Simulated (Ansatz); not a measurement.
CdO: pressure against volume per atom

Results calculated with Ansatz 0.2.0, not measured. Periodic Kohn-Sham DFT of a crystal at fixed atoms; pressure and stress are positive in compression; the energy is the free energy less that of spherical unpolarised free atoms; site moments are those in the method's own spheres, positive along +z.

Cell of the first row (space group Fm-3m, No. 225):
```
CELL_PARAMETERS angstrom
0.00000 2.30830 2.30830
2.30830 0.00000 2.30830
2.30830 2.30830 0.00000
ATOMIC_POSITIONS crystal
Cd 0.00000 0.00000 0.00000
O 0.50000 0.50000 0.50000
```

Settings of every row: method frozen-core PAW; functional PBE; relativity scalar; k mesh 11x11x11; filling fermi-dirac; smearing width 0.02 eV; wave cutoff 420 eV; paw set soft_2.

Atom start moment: 0 on all atoms.

```
row  volume per atom (Å³)  pressure (GPa)
  1                  12.3          15.307
  2                12.624          10.517
  3                12.947               ?
  4                13.271            2.72
  5                13.595          -0.441
```

Question: what pressure should row 3 give?

Worked fit of pressure. Take u = (V_r/V)^(2/3) − 1 with V_r = 12.948 Å³ an atom, which is twice the finite (Eulerian) strain; such expansions in the strain, on which the Birch-Murnaghan equation of state is built, carry the rest volume and the bulk modulus. The shown rows have u = 0.03482, 0.01704, -0.01629, -0.03198. Least squares give pressure = 6.3418 + 233.74 × u + 679.61 × u² GPa; a straight line predicts inner rows, each left out in turn, worse (root mean square 0.44 against 0.013 GPa). The rows lie off it by 0.002, -0.005, 0.005, -0.003 (root mean square 0.004 GPa). The pressure vanishes at u = -0.0297, or V = 13.55 Å³ an atom, and there the bulk modulus at fixed shape and fractions is B = −V dP/dV = (2/3)(1 + u) dP/du = 125 GPa. The withheld row has u = 5e-05, so the fit gives 6.3418 + 233.74 × (5e-05) + 679.61 × (5e-05)² = 6.353 GPa.

The calculation gave 6.348 GPa. The fit lies 0.005 GPa (0.032 % of the column's range) above it; its largest miss of a shown row is 0.005 GPa.
